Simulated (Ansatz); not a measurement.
**A computed series for ZnTe: pressure series**

The reference is ZnTe in the zinc blende structure (space group F-43m, No. 216; a = 6.066 Å).

Cell and atoms are relaxed at each pressure.

Level of theory: Ansatz (a first-principles code) PBEsol, scalar-relativistic without spin-orbit coupling.

Candidates:
(a) pressure 2.1 GPa
(b) pressure 15 GPa
(c) pressure 0.9 GPa
(d) pressure −1 GPa

Before the change:

Band gap: 1.24 eV

Order them by band gap, highest first.

(b) pressure 15 GPa (1.65 eV), (a) pressure 2.1 GPa (1.42 eV), (c) pressure 0.9 GPa (1.32 eV), (d) pressure −1 GPa (1.14 eV)

Spin-orbit coupling, missing from the scalar runs, can matter with Te. Load acts through the strain it causes; cell and atoms are relaxed under it. Whether these cells are dynamically stable was not tested. Measured, ZnTe leaves this structure (for cinnabar) near 9.5 GPa (temperature not stated; as listed in Datta, Sujoy, Jana, Debnarayan, arXiv (2020)), on rising pressure, with hysteresis.
